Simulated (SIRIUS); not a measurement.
# HfO2 (Fm-3m) in SIRIUS: reference runs

Aim: a first look at HfO2 with PBEsol, on the cell as given and on a disturbed one.

All numbers are computed with SIRIUS, more than one build; they aren't measurements. Logs are shortened: lines on timing, memory, paths and dates and some standing lists are left out, and cuts for length are marked. The log counts tension as positive stress, the text compression.

**1. The crystal as given**

Symmetry: Fm-3m, No. 225, cubic system. Conventional cell: a = 5.115 Å, b = 5.115 Å, c = 5.115 Å, α = 90.00°, β = 90.00°, γ = 90.00°. Around Hf (site symmetry m-3m) lie 8 O at 2.21 Å. Around O (site symmetry -43m) lie 4 Hf at 2.21 Å.

Measurements of this composition are mostly on another form, of space group No. 14.

**2. Single point, PBEsol (atoms moved at random, drawn with an rms of 0.05 Å)**

The input, sirius.json:

```json
{
  "control": {
    "processing_unit": "cpu",
    "verbosity": 2,
    "num_bands_to_print": 20,
    "print_forces": true,
    "print_stress": true
  },
  "parameters": {
    "electronic_structure_method": "pseudopotential",
    "xc_functionals": ["XC_GGA_X_PBE_SOL", "XC_GGA_C_PBE_SOL"],
    "gk_cutoff": 9.2,
    "pw_cutoff": 18.4,
    "ngridk": [9, 9, 9],
    "shiftk": [0, 0, 0],
    "smearing": "fermi_dirac",
    "smearing_width": 0.0018374661,
    "num_bands": 20,
    "num_mag_dims": 0,
    "num_dft_iter": 100,
    "energy_tol": 1e-08,
    "density_tol": 1e-06
  },
  "iterative_solver": {
    "type": "davidson",
    "min_tolerance": 1e-09,
    "tolerance_scale": [0.1, 0.25]
  },
  "mixer": {
    "type": "anderson",
    "beta": 0.7,
    "max_history": 8
  },
  "settings": {
    "tol_ne": 1e-10,
    "pseudo_grid_cutoff": 6.5
  },
  "unit_cell": {
    "lattice_vectors": [
      [0.0, 0.707106781187, 0.707106781187],
      [0.707106781187, 0.0, 0.707106781187],
      [0.707106781187, 0.707106781187, 0.0]
    ],
    "lattice_vectors_scale": 6.8348581746,
    "atom_coordinate_units": "lattice",
    "atom_types": ["Hf", "O"],
    "atom_files": {
      "O": "O.json",
      "Hf": "Hf.json"
    },
    "atoms": {
      "Hf": [
        [0.009026, 0.000776, -0.015243]
      ],
      "O": [
        [0.746437, 0.748737, 0.757242],
        [0.251091, 0.240087, 0.250043]
      ]
    }
  }
}
```

Potentials or basis: PseudoDojo 0.4.1 PBEsol standard (scalar relativistic).

On the command line:

```sh
$ upf_to_json O.upf
$ upf_to_json Hf.upf
$ OMP_NUM_THREADS=1 sirius.scf --input=sirius.json --output=out.json --task=0
```

The log of the run:

```text
[info] SIRIUS version : 7.10.0
[info] number of MPI ranks           : 1
[info] MPI grid                      : 1 1
[info] maximum number of OMP threads : 1
[fft] FFT context for density and potential
[fft] =====================================
[fft]   comm size                             : 1
[fft]   plane wave cutoff                     : 18.4
[fft]   grid size                             : 45 45 45   total : 91125
[fft]   grid limits                           : -22 22   -22 22   -22 22
[fft]   number of G-vectors within the cutoff : 11795
[fft]   local number of G-vectors             : 11795
[fft]   number of G-shells                    : 656
[fft] FFT context for coarse grid
[fft] =====================================
[fft]   comm size                             : 1
[fft]   plane wave cutoff                     : 18.4
[fft]   grid size                             : 45 45 45   total : 91125
[fft]   grid limits                           : -22 22   -22 22   -22 22
[fft]   number of G-vectors within the cutoff : 11795
[fft]   local number of G-vectors             : 11795
[fft]   number of G-shells                    : 656
[unit cell] lattice vectors
[unit cell]   a1 :       0.0000000000      4.8329745637      4.8329745637
[unit cell]   a2 :       4.8329745637      0.0000000000      4.8329745637
[unit cell]   a3 :       4.8329745637      4.8329745637      0.0000000000
[unit cell] reciprocal lattice vectors
[unit cell]   b1 :      -0.6500329377      0.6500329377      0.6500329377
[unit cell]   b2 :       0.6500329377     -0.6500329377      0.6500329377
[unit cell]   b3 :       0.6500329377      0.6500329377     -0.6500329377
[unit cell] unit cell volume :       225.77379026 [a.u.^3]
[unit cell] 1/sqrt(omega)    :         0.06655233
[unit cell] MT volume        :         0.00000000 ( 0.00%)
[unit cell] IT volume        :       225.77379026 (100.00%)
[unit cell] number of atom types : 2
[unit cell] type id : 0 symbol : Hf mt_radius :  16.550000 num_atoms : 1
[unit cell] type id : 1 symbol :  O mt_radius :   9.350000 num_atoms : 2
[unit cell] total number of atoms : 3
[unit cell] number of symmetry classes : 3
[unit cell] number of PAW atoms : 0
[unit cell] atom id  type id  class id             position                      vector_field
[unit cell] ------------------------------------------------------------------------------------------
[unit cell]      0        0        0      0.00903   0.00078  -0.01524      0.00000   0.00000   0.00000
[unit cell]      1        1        1      0.74644   0.74874   0.75724      0.00000   0.00000   0.00000
[unit cell]      2        1        2      0.25109   0.24009   0.25004      0.00000   0.00000   0.00000
[unit cell] atom id         position (Cartesian, a.u.)
[unit cell] ---------------------------------------------
[unit cell]      0      -0.069919   -0.030047    0.047373
[unit cell]      1       7.278358    7.267242    7.226138
[unit cell]      2       2.368786    2.421968    2.373851
[unit cell] class id : 0 atom id : 0
[unit cell] class id : 1 atom id : 1
[unit cell] class id : 2 atom id : 2
[unit cell] minimum bond length:     4.100488
[unit cell] total number of pseudo wave-functions: 18
[sym] space group number   : 1
[sym] international symbol : P1
[sym] Hall symbol          : P 1
[... 302 lines left out ...]
[diagonalize] average number of iterations: 2.0411
[diagonalize] Lowest band energies
[diagonalize] ik:    0   -1.815723   -0.657429   -0.657244   -0.657042   -0.245466   -0.135923    0.239026    0.240958    0.242796    0.409286    0.410405    0.410716    0.572732    0.573662    0.633487    0.798823    0.803585    0.809329    0.936746    0.940614
[diagonalize] ik:    1   -1.815671   -0.658985   -0.657610   -0.657321   -0.239571   -0.140908    0.243997    0.245961    0.253453    0.395853    0.401356    0.402715    0.580823    0.582072    0.651636    0.783095    0.793740    0.799660    0.921975    0.954238
[diagonalize] ik:    2   -1.815540   -0.663408   -0.658107   -0.657835   -0.224680   -0.152036    0.255949    0.256931    0.282452    0.367004    0.384583    0.385433    0.594535    0.597146    0.678366    0.759558    0.778662    0.783351    0.889789    0.996651
[diagonalize] ik:    3   -1.815390   -0.668230   -0.658668   -0.658412   -0.208757   -0.161321    0.268929    0.270232    0.313643    0.339158    0.370209    0.372395    0.599700    0.603371    0.674737    0.766323    0.770305    0.775350    0.863222    1.052876
[diagonalize] ik:    4   -1.815293   -0.671267   -0.659032   -0.658786   -0.200861   -0.163552    0.276261    0.279405    0.321769    0.332576    0.363393    0.367677    0.597092    0.600861    0.677462    0.759574    0.764933    0.767538    0.871794    1.104221
[diagonalize] ...
[diagonalize] ik:  360   -1.815135   -0.671773   -0.662196   -0.661285   -0.181546   -0.170175    0.203554    0.301030    0.307399    0.371543    0.378694    0.431410    0.573568    0.629488    0.669744    0.716234    0.725998    0.912859    0.916979    0.949392
[diagonalize] ik:  361   -1.815150   -0.670895   -0.662602   -0.661237   -0.179802   -0.173194    0.213063    0.287901    0.310153    0.369413    0.382274    0.422575    0.581723    0.625406    0.677121    0.711286    0.727051    0.872539    0.940140    0.970206
[diagonalize] ik:  362   -1.815188   -0.669259   -0.663546   -0.660476   -0.182802   -0.173566    0.238200    0.272747    0.305778    0.361721    0.388425    0.400874    0.594712    0.616571    0.686189    0.709999    0.736751    0.843508    0.915882    1.031334
[diagonalize] ik:  363   -1.815233   -0.669747   -0.662157   -0.659560   -0.192276   -0.167899    0.259859    0.277026    0.297840    0.357196    0.371131    0.389389    0.595438    0.612217    0.680696    0.730030    0.752622    0.816248    0.889992    1.058181
[diagonalize] ik:  364   -1.815262   -0.670970   -0.660122   -0.659079   -0.198625   -0.164084    0.267461    0.280794    0.305931    0.349037    0.363031    0.379177    0.594946    0.605802    0.678716    0.746688    0.763830    0.790609    0.879842    1.093087
[find] Charges and magnetic moments
[find] --------------------------------------------------------------------------------
[find] total charge          : 24.000000
[find] Energy
[find] --------------------------------------------------------------------------------
[find] valence_eval_sum               :      -4.42063062
[find] <rho|V^{XC}>                   :     -18.48008462
[find] <rho|E^{XC}>                   :     -22.45118098
[find] <mag|B^{XC}>                   :       0.00000000
[find] <rho|V^{H}>                    :      27.94202254
[find] one-electron contribution      :     -13.88256855 (Ha),     -27.76513709 (Ry)
[find] hartree contribution           :      13.97101127
[find] xc contribution                :     -22.45118098
[find] ewald contribution             :     -67.21391408
[find] PAW contribution               :       0.00000000
[find] smearing (-TS)                 :      -0.00000000
[find] SCF correction                 :       0.00000960
[find] Total energy                   :     -89.57664273 (Ha),    -179.15328546 (Ry)
[find] Free energy (E-TS)             :     -89.57664273 (Ha),    -179.15328546 (Ry)
[find] band gap (eV)                  :       3.74716765
[find] Efermi                         :       0.51435682
[find] iteration : 12, RMS : 1.868590254634e-07, energy difference : -2.105622343151e-10
[find] Hartree energy of density residual : 2.274948403019e-12
[find] bands are converged : true
[find] iterative solver converged : true
[find] converged after 13 SCF iterations!
[find] Charges and magnetic moments
[find] --------------------------------------------------------------------------------
[find] total charge          : 24.000000
[find] Energy
[find] --------------------------------------------------------------------------------
[find] valence_eval_sum               :      -4.42063062
[find] <rho|V^{XC}>                   :     -18.48008462
[find] <rho|E^{XC}>                   :     -22.45118098
[find] <mag|B^{XC}>                   :       0.00000000
[find] <rho|V^{H}>                    :      27.94202254
[find] one-electron contribution      :     -13.88256855 (Ha),     -27.76513709 (Ry)
[find] hartree contribution           :      13.97101127
[find] xc contribution                :     -22.45118098
[find] ewald contribution             :     -67.21391408
[find] PAW contribution               :       0.00000000
[find] smearing (-TS)                 :      -0.00000000
[find] SCF correction                 :       0.00000960
[find] Total energy                   :     -89.57664273 (Ha),    -179.15328546 (Ry)
[find] Free energy (E-TS)             :     -89.57664273 (Ha),    -179.15328546 (Ry)
[find] band gap (eV)                  :       3.74716765
[find] Efermi                         :       0.51435682
[ground_state] === stress tensor components [kbar] ===
[ground_state] === stress_kin ===
[ground_state] -31692.940153   -6.480999    1.358117
[ground_state]    -6.480999-31691.327665  -16.187343
[ground_state]     1.358117  -16.187343-31690.911721
[ground_state] === stress_har ===
[ground_state] -6072.968024  -98.031540  -50.033826
[ground_state]   -98.031540-6077.778971 -370.923307
[ground_state]   -50.033826 -370.923307-6055.143441
[ground_state] === stress_ewald ===
[ground_state] 29191.805386 -206.762396  -98.084849
[ground_state]  -206.76239629172.496707 -756.035287
[ground_state]   -98.084849 -756.03528729223.427365
[ground_state] === stress_vloc ===
[ground_state]  1560.774019  307.294810  148.159645
[ground_state]   307.294810 1585.257450 1134.686231
[ground_state]   148.159645 1134.686231 1510.601120
[ground_state] === stress_xc ===
[ground_state] -5036.608808   -0.291818   -0.107954
[ground_state]    -0.291818-5036.654435   -0.994848
[ground_state]    -0.107954   -0.994848-5036.556885
[ground_state] === stress_core ===
[ground_state] 12139.843937    0.141020   -0.008221
[ground_state]     0.14102012139.839812    0.368080
[ground_state]    -0.008221    0.36808012139.839117
[ground_state] === stress_nonloc ===
[ground_state]    36.892933    0.774544   -0.738978
[ground_state]     0.774544   36.533412    1.179647
[ground_state]    -0.738978    1.179647   36.739472
[ground_state] === stress_us_nl ===
[ground_state]    36.892933    0.774544   -0.738978
[ground_state]     0.774544   36.533412    1.179647
[ground_state]    -0.738978    1.179647   36.739472
[ground_state] === stress_total ===
[ground_state]   126.799290   -3.356379    0.543935
[ground_state]    -3.356379  128.366311   -7.906826
[ground_state]     0.543935   -7.906826  127.995027
[ground_state] ==== total Forces in Ha/bohr =====
[ground_state] atom:    0, force:       0.0019892      0.0009038     -0.0022911
[ground_state] atom:    1, force:      -0.0074030     -0.0011291     -0.0008201
[ground_state] atom:    2, force:       0.0054134      0.0002234      0.0031117
[ground_state] ==== ultrasoft contribution from Qij =====
[ground_state] atom:    0, force:       0.0000000      0.0000000      0.0000000
[ground_state] atom:    1, force:       0.0000000      0.0000000      0.0000000
[ground_state] atom:    2, force:       0.0000000      0.0000000      0.0000000
[ground_state] ==== non-local contribution from Beta-projector =====
[ground_state] atom:    0, force:       0.0072371      0.0046426     -0.0093153
[ground_state] atom:    1, force:      -0.0022349      0.0032922     -0.0140020
[ground_state] atom:    2, force:       0.0204594      0.0079928     -0.0091657
[ground_state] ==== contribution from local potential =====
[ground_state] atom:    0, force:      -0.1674037     -0.1034062      0.2128918
[ground_state] atom:    1, force:       0.1689774      0.0502420     -0.0569833
[ground_state] atom:    2, force:      -0.0277052      0.0368281     -0.1225725
[ground_state] ==== contribution from core density =====
[ground_state] atom:    0, force:       0.0008021      0.0004936     -0.0010227
[ground_state] atom:    1, force:       0.0005551      0.0000391      0.0002585
[ground_state] atom:    2, force:      -0.0006878     -0.0001261     -0.0000882
[ground_state] ==== Ewald forces from ions =====
[ground_state] atom:    0, force:       0.1613535      0.0991737     -0.2048447
[ground_state] atom:    1, force:      -0.1747008     -0.0547024      0.0699068
[ground_state] atom:    2, force:       0.0133473     -0.0444713      0.1349379
[~DFT_ground_state] local op. applied: 224345
[~DFT_ground_state] evp. work count: 46701.8
[~DFT_ground_state] number of iterative solver steps: 15632
```

Run time: 13 min. Hardware: 1 thread of Arm Neoverse V1, shared host; peak memory 2.6 GiB.

What came out:

| Property | Result |
| --- | --- |
| Free energy | -2437.5046 eV |
| Pressure | -12.8 GPa |
| Largest force | 0.387 eV/Å |
| Band gap on the k mesh | 3.75 eV |

Forces in eV/Å, atoms in the order of the input:
```
Hf   0.102  0.046 -0.118
O   -0.381 -0.058 -0.042
O    0.278  0.011  0.160
```

Caveat: spin-orbit coupling is left out, which moves the levels of the heavy elements; an odd mesh through Γ misses points on the zone boundary, where band edges often lie.

(Continued in part 2 of 2.)
